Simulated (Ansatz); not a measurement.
# Lu: vacancy hop by nudged elastic band (Ansatz)

The command:

```bash
ansatz run input.yaml --threads 4 --pin off --max-ram 8192MiB --backend cpu --events-out ev --progress --plain --runs-dir out
```

The input file (Ansatz 0.2.0, plane waves):

```yaml
crystal:
  lattice:
    - [3.574632, 6.191442, 0.0]
    - [-3.574632, 6.191442, 0.0]
    - [0.0, 0.0, 11.341956]
  atoms:
    - { symbol: Lu, position: [0.16834606, 0.16508344, 0.12633229] }
    - { symbol: Lu, position: [0.16827421, 0.16433546, 0.62352108] }
    - { symbol: Lu, position: [0.33457425, 0.33195864, 0.87272351] }
    - { symbol: Lu, position: [0.16782627, 0.66544486, 0.1249711] }
    - { symbol: Lu, position: [0.33709128, 0.83207907, 0.37524303] }
    - { symbol: Lu, position: [0.16611167, 0.66906801, 0.62673507] }
    - { symbol: Lu, position: [0.33505586, 0.83207696, 0.87830577] }
    - { symbol: Lu, position: [0.66529135, 0.16928172, 0.1239279] }
    - { symbol: Lu, position: [0.83541457, 0.3352877, 0.3763945] }
    - { symbol: Lu, position: [0.67184187, 0.16536336, 0.62652947] }
    - { symbol: Lu, position: [0.83376327, 0.32752433, 0.87479055] }
    - { symbol: Lu, position: [0.67152385, 0.66456007, 0.12613641] }
    - { symbol: Lu, position: [0.83003418, 0.83734134, 0.37663588] }
    - { symbol: Lu, position: [0.66440287, 0.66948284, 0.62569921] }
    - { symbol: Lu, position: [0.83950945, 0.826396, 0.88001849] }
kpoints:
  mp_grid: { grid: [2, 2, 2] }
magnetization:
  spin_polarized: false
scf:
  occupations: { method: gaussian, width: 0.1 }
hamiltonian:
  pseudopotentials: { kind: paw }
  xc: pbe
basis:
  ecutwfc: 420
neb:
  images: 3
  relax_end_points: true
  climbing: true
  f_tol: 0.1
  max_iterations: 40
  order_check: false
  final_atoms:
    - { symbol: Lu, position: [0.16834606, 0.16508344, 0.12633229] }
    - { symbol: Lu, position: [0.16827421, 0.16433546, 0.62352108] }
    - { symbol: Lu, position: [0.33457425, 0.33195864, 0.87272351] }
    - { symbol: Lu, position: [0.16782627, 0.66544486, 0.1249711] }
    - { symbol: Lu, position: [0.33709128, 0.83207907, 0.37524303] }
    - { symbol: Lu, position: [0.16611167, 0.66906801, 0.62673507] }
    - { symbol: Lu, position: [0.33505586, 0.83207696, 0.87830577] }
    - { symbol: Lu, position: [0.66529135, 0.16928172, 0.1239279] }
    - { symbol: Lu, position: [0.83541457, 0.3352877, 0.3763945] }
    - { symbol: Lu, position: [0.67184187, 0.16536336, 0.62652947] }
    - { symbol: Lu, position: [0.83376327, 0.32752433, 0.87479055] }
    - { symbol: Lu, position: [0.67152385, 0.66456007, 0.12613641] }
    - { symbol: Lu, position: [0.33179641, 1.33569154, 0.37857511] }
    - { symbol: Lu, position: [0.66440287, 0.66948284, 0.62569921] }
    - { symbol: Lu, position: [0.83950945, 0.826396, 0.88001849] }
```

Origin of the cell: a database entry, scaled a little.

The cell is 2×2×2 cells of Lu with one Lu taken out; atom 13 (Lu) hops into the empty site, 3.56 Å away before the end points are relaxed. All atoms were shaken by about 0.02 Å first.

Output (shortened):

```
Warning: neb: disabling space-group detection — the band's intermediate images generally break the endpoint symmetry, so no spatial operation reduces the k-mesh or symmetrises the density, ex […]
Pseudopotentials: kind: paw
Pseudopotential: Lu, paw, valence charge 25, recommended cutoff 420 eV (normal), Lu.paw.azcp
Functional definition: PBE
  exchange = pbe_x(kappa = kappa, mu = beta*pi^2/3)
  correlation = pbe_c(beta = beta)
parallel-image band execution: 3 concurrent image workers
NEB image 0
Crystal: 15 atoms, lattice volume = 502.043 Å³
Basis set: ecut = 420 eV, 9739 PW (Γ), exchange–correlation on 96×96×160 points (8 copies of the dense FFT grid, shifted against one another)
Bands: 225, of which v1, the nominal top of the filled ones, is band 188 counted from 1 (187 counted from 0)
Symmetry: 1 space group operations
[… 3 lines left out …]
Initial density: superposition of atomic densities (neutral atoms: chi_scale 0, normalization atom), corrected by the library's trained network
Functional: x = pbe(κ = 0.804, μ = 0.219515), c = pbe(β = 0.066725)
SCF iter   1: F=—  HF=-220984.025513 eV  Δρ=4.21e-3  dr2=9.01e-1  defer=1
SCF iter   2: F=—  HF=-220984.014392 eV  Δρ=3.40e-3  dr2=2.29e-1  defer=192
SCF iter   3: F=—  HF=-220983.927447 eV  Δρ=1.44e-3  dr2=3.10e-2  defer=192
[… 6 lines left out …]
SCF iter  10: F=—  HF=-220983.922700 eV  Δρ=1.38e-5  dr2=1.23e-6  defer=22
SCF iter  11: F=—  HF=-220983.922699 eV  Δρ=8.20e-6  dr2=4.05e-7  defer=22
SCF iter  12: F=-220983.922699 eV  HF=-220983.922699 eV  Δρ=2.33e-6  dr2=4.45e-8
NEB iter   1: max|band force component| = 1.051e0 eV/Å  barrier→ = 0.8987 eV  barrier← = 0.8988 eV  Δτ_max = 0.1957 Å  (64 SCF iters)
NEB iter   2: max|band force component| = 4.662e-1 eV/Å  barrier→ = 0.3858 eV  barrier← = 0.3859 eV  CI = image 2  Δτ_max = 0.1914 Å  (33 SCF iters)
NEB iter   3: max|band force component| = 1.545e-1 eV/Å  barrier→ = 0.2801 eV  barrier← = 0.2802 eV  CI = image 2  Δτ_max = 0.0691 Å  (33 SCF iters)
NEB iter   4: max|band force component| = 6.043e-2 eV/Å  barrier→ = 0.2553 eV  barrier← = 0.2553 eV  CI = image 2  Δτ_max = 0.1073 Å  (28 SCF iters)
NEB iter   5: max|band force component| = 2.834e-1 eV/Å  barrier→ = 0.2414 eV  barrier← = 0.2415 eV  CI = image 2  Δτ_max = 0.1063 Å  (11 SCF iters)
NEB iter   6: max|band force component| = 8.375e-2 eV/Å  barrier→ = 0.2363 eV  barrier← = 0.2364 eV  CI = image 2  Δτ_max = 0.0000 Å  (29 SCF iters)
--- NEB band (5 images, 6 band iterations, 198 SCF iterations, 46 more in tests of the images' electronic states and relaxations of end points) ---
  forward barrier  = 0.236325 eV
  backward barrier = 0.236413 eV
  lagrangian_above_aufbau_ev (what the smearing adds, to first order; not taken off the barriers): saddle image -0.059678 eV, end points -0.079358 and -0.079828 eV
  climbing image's point = of an order that was not read
  energies are F+E_penalty+E_count in eV, relative to image 0
  image     s (Å)  Δ vs image 0  max|band force component| (eV/Å)
      0    0.0000      0.000000                                 —
      1    0.9853      0.098528                          7.507e-2
  *   2    1.9705      0.236325                          3.984e-2
      3    2.9742      0.097568                          8.375e-2
      4    3.9778     -0.000088                                 —
```

The converged band:

```json
{"image": "0", "path over all atoms (Å)": "0.00", "ΔF (eV)": "0.000", "Lu x": "-0.01", "y": "10.29", "z (Å)": "4.26"}
{"image": "1", "path over all atoms (Å)": "0.99", "ΔF (eV)": "0.099", "Lu x": "-0.82", "y": "10.09", "z (Å)": "4.26"}
{"image": "2", "path over all atoms (Å)": "1.97", "ΔF (eV)": "0.236", "Lu x": "-1.78", "y": "9.97", "z (Å)": "4.26"}
{"image": "3", "path over all atoms (Å)": "2.97", "ΔF (eV)": "0.098", "Lu x": "-2.74", "y": "10.11", "z (Å)": "4.26"}
{"image": "4", "path over all atoms (Å)": "3.98", "ΔF (eV)": "0.000", "Lu x": "-3.57", "y": "10.29", "z (Å)": "4.27"}
```

Relaxed start, forces in eV/Å:

```xyz
15
Lattice="3.575 6.191 0.000 -3.575 6.191 0.000 0.000 0.000 11.342" Properties=species:S:1:pos:R:3:forces:R:3 pbc="T T T" image=0
Lu    0.012    2.064    1.382   -0.002   -0.002   -0.004
Lu    0.013    2.065    7.142   -0.002    0.002    0.008
Lu    0.010    4.134    9.930    0.000   -0.001    0.015
Lu   -1.785    5.163    1.377   -0.001    0.005    0.004
Lu   -1.744    7.227    4.262    0.002   -0.003   -0.001
Lu   -1.786    5.166    7.148    0.003   -0.001    0.003
Lu   -1.788    7.223    9.936   -0.002    0.001   -0.005
Lu    1.800    5.171    1.372    0.003   -0.001    0.003
Lu    1.769    7.255    4.265    0.003    0.000   -0.005
Lu    1.801    5.173    7.153   -0.001   -0.007    0.002
Lu    1.807    7.224    9.934    0.001    0.001    0.000
Lu    0.008    8.259    1.428    0.000    0.002    0.007
Lu   -0.015   10.286    4.263    0.001    0.001   -0.003
Lu    0.009    8.260    7.102   -0.003    0.001   -0.015
Lu    0.011   10.335    9.937   -0.003    0.001   -0.009
```

Highest image (2), forces in eV/Å:

```xyz
15
Lattice="3.575 6.191 0.000 -3.575 6.191 0.000 0.000 0.000 11.342" Properties=species:S:1:pos:R:3:forces:R:3 pbc="T T T" image=2
Lu    0.096    2.120    1.529    0.000   -0.010    0.001
Lu    0.096    2.120    6.998   -0.001   -0.010   -0.001
Lu    0.016    4.197    9.935    0.026   -0.002    0.000
Lu   -1.779    5.168    1.234    0.000    0.020    0.019
Lu   -1.779    6.656    4.264   -0.001    0.005    0.000
Lu   -1.779    5.168    7.293    0.000    0.020   -0.019
Lu   -1.779    7.285    9.935    0.001    0.000    0.000
Lu    1.796    5.313    1.234    0.000   -0.003    0.010
Lu    1.795    7.334    4.264    0.001   -0.040    0.000
Lu    1.796    5.313    7.293    0.000   -0.003   -0.010
Lu    1.796    7.354    9.935   -0.001    0.015    0.000
Lu   -0.079    8.310    1.529    0.000   -0.008    0.000
Lu   -1.777    9.967    4.264    0.001    0.025    0.000
Lu   -0.079    8.310    6.999    0.000   -0.008    0.000
Lu    0.001   10.389    9.935   -0.025   -0.003    0.000
```

Relaxed end, forces in eV/Å:

```xyz
15
Lattice="3.575 6.191 0.000 -3.575 6.191 0.000 0.000 0.000 11.342" Properties=species:S:1:pos:R:3:forces:R:3 pbc="T T T" image=4
Lu    0.009    2.068    1.429    0.000    0.002    0.008
Lu    0.009    2.069    7.100    0.001   -0.002   -0.008
Lu    0.009    4.143    9.933    0.002    0.001    0.007
Lu   -1.772    5.168    1.377   -0.003    0.000    0.002
Lu   -1.808    7.247    4.263    0.003   -0.003    0.002
Lu   -1.773    5.167    7.151   -0.001    0.005    0.002
Lu   -1.768    7.222    9.936   -0.002    0.000   -0.003
Lu    1.791    5.168    1.378   -0.001   -0.005    0.001
Lu    1.827    7.241    4.265   -0.001    0.000   -0.001
Lu    1.792    5.167    7.152   -0.003    0.000   -0.002
Lu    1.787    7.223    9.934   -0.002    0.001    0.002
Lu    0.009    8.254    1.381    0.003    0.004   -0.001
Lu   -3.570   10.289    4.268    0.001    0.001   -0.007
Lu    0.009    8.255    7.147    0.001   -0.001    0.006
Lu    0.009   10.324    9.937    0.003   -0.002   -0.008
```

Barrier of this path: 0.24 eV forwards, 0.24 eV backwards, after 6 band iterations.

Caveats: no moments, though an odd count or open d shells may carry them; no spin-orbit coupling, though heavy elements are present; the k mesh is coarse if the cell is a metal; a small cell with a neutral vacancy and no spin, whose shape can make like sites unlike; the cell is held at a rescaled volume, and strain moves barriers; the hop was drawn among near neighbours and need not be the easiest path; few images and a loose tolerance, and neither the top nor the ends were tested for their order.

The run took 12 min on 4 threads of Arm Neoverse V1, with other jobs on the host, peak memory 3.8 GiB, from the program's own first density.
